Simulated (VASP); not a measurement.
Set up this calculation in VASP 6.6.1, as the native input.

```yaml
Task: band structure
Functional: SCAN
Potentials_or_basis: VASP PAW PBE potentials, release 64 (Hf_pv, C)
Cutoff: 520 eV
k_mesh: 7 × 7 × 7
Occupations: fermi-dirac, width 0.05 eV
Spin: spin-orbit coupling, no magnetisation
Further_INCAR_settings: ALGO = Normal; EDIFF = 1e-06
```

The structure of HfC lies in POSCAR:

```
HfC
1.0
    0.0000000000      2.3250000000      2.3250000000
    2.3250000000      0.0000000000      2.3250000000
    2.3250000000      2.3250000000      0.0000000000
Hf C
1 1
Direct
    0.5000000000      0.5000000000      0.5000000000
    0.0000000000      0.0000000000      0.0000000000
```

One way to write it, as run:

INCAR

```
SYSTEM = HfC
PREC = Accurate
ENCUT = 520
EDIFF = 1E-6
ISMEAR = -1
SIGMA = 0.05
LREAL = .FALSE.
LASPH = .TRUE.
NELM = 100
ALGO = Normal
ISIF = 2
LWAVE = .FALSE.
LCHARG = .FALSE.
MAGMOM = 0 0 0 0 0 0
LORBIT = 11
LSORBIT = .TRUE.
GGA_COMPAT = .FALSE.
LMAXMIX = 4
METAGGA = SCAN
LMIXTAU = .TRUE.
```

KPOINTS

```
regular mesh
0
G
  7 7 7
  0 0 0
```

KPOINTS_OPT

```
path GXWKGLUWLK,UX
15
line-mode
reciprocal
 0.0000000000  0.0000000000  0.0000000000  G
 0.5000000000  0.0000000000  0.5000000000  X

 0.5000000000  0.0000000000  0.5000000000  X
 0.5000000000  0.2500000000  0.7500000000  W

 0.5000000000  0.2500000000  0.7500000000  W
 0.3750000000  0.3750000000  0.7500000000  K

 0.3750000000  0.3750000000  0.7500000000  K
 0.0000000000  0.0000000000  0.0000000000  G

 0.0000000000  0.0000000000  0.0000000000  G
 0.5000000000  0.5000000000  0.5000000000  L

 0.5000000000  0.5000000000  0.5000000000  L
 0.6250000000  0.2500000000  0.6250000000  U

 0.6250000000  0.2500000000  0.6250000000  U
 0.5000000000  0.2500000000  0.7500000000  W

 0.5000000000  0.2500000000  0.7500000000  W
 0.5000000000  0.5000000000  0.5000000000  L

 0.5000000000  0.5000000000  0.5000000000  L
 0.3750000000  0.3750000000  0.7500000000  K

 0.6250000000  0.2500000000  0.6250000000  U
 0.5000000000  0.0000000000  0.5000000000  X
```

Potentials or basis: VASP PAW PBE potentials, release 64 (Hf_pv, C).

Run with:

```bash
$ cat potpaw_PBE.64/Hf_pv/POTCAR potpaw_PBE.64/C/POTCAR > POTCAR
$ mpirun -np 1 vasp_ncl > vasp.out
```

It gave:

- Pressure: -6.0 GPa
- Valence electrons inside the program's atomic spheres: Hf 8.63; C 2.40

Caveat: the PAW data sets were made with another functional, which shifts forces and pressure a little.

Wall time 5.9 min on 1 thread of AMD EPYC 9R45 96-Core Processor (Zen 5) (shared host), peak memory 0.21 GiB.
